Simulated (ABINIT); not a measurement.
Runs of ABINIT 10.8.3 (patched build) on BaS. The structure is cubic, space group Fm-3m (No. 225). The conventional cell has a = 6.388 Å, b = 6.388 Å, c = 6.388 Å, α = 90.00°, β = 90.00°, γ = 90.00°. Around Ba (site symmetry m-3m) lie 6 S at 3.19 Å. S (site symmetry m-3m) is surrounded by 6 Ba at 3.19 Å. 

| task | level | potentials or basis | spin | k mesh | cutoff (eV) | fine-grid cutoff | mesh quality | gap on the mesh (eV) | pressure (GPa) |
| --- | --- | --- | --- | --- | --- | --- | --- | --- | --- |
| band structure | RPBE | JTH PAW PBE v2.0 | off | 7 × 7 × 7 | 544 | 1088.46 eV | not flagged | 2.33 | (b) |
| band structure | BLYP | JTH PAW PBE v2.0 | off | 7 × 7 × 7 | 544 | 1088.46 eV | not flagged | (c) | 3.5 |
| band structure | LDA-PZ | JTH PAW LDA v2.0 | off | 7 × 7 × 7 | 544 | 1088.46 eV | not flagged | 1.98 | (a) |
| band structure | PW91 | JTH PAW PBE v2.0 | SOC, no magnetisation | 7 × 7 × 7 | 544 | 1088.46 eV | not flagged | 2.13 | 1.1 |
| single point | PBEsol | JTH PAW PBE v2.0 | off | 3 × 3 × 3 | 544 | 1088.46 eV | coarse | 2.29 | -0.5 |
| band structure | rPW86PBE | JTH PAW PBE v2.0 | off | 7 × 7 × 7 | 544 | 1088.46 eV | not flagged | 2.17 | 2.8 |
| band structure | LDA | PseudoDojo NC SR LDA v0.4.1 standard | off | 7 × 7 × 7 | 735 | - | not flagged | (d) | -2.2 |
| single point | r2SCAN | JTH PAW PBE v2.0 | off | 6 × 6 × 6 | 653 | 1251.72 eV | not flagged | 2.47 | 1.3 |

Alike in all rows: cell as given; smearing fermi-dirac 0.05 eV.

Q: Fill in the values left out.

A: (a) -2.0; (b) 2.9; (c) 2.27; (d) 2.01.

Caveats: some runs use coarse meshes; this set's barium file shifts pressures by 1.5 GPa and gaps by 0.1 eV against other sets (some runs); spin-orbit coupling is left out, which moves the levels of the heavy elements (some runs); the PAW data sets were made with another functional, which shifts forces and pressure a little (some runs); an odd mesh through Γ misses points on the zone boundary, where band edges often lie (some runs); this release of the barium file is off (some runs).

A k mesh can miss the band edges, and rows without SOC leave out spin-orbit coupling on Ba.

Runs at the PBE level aren't shown here.
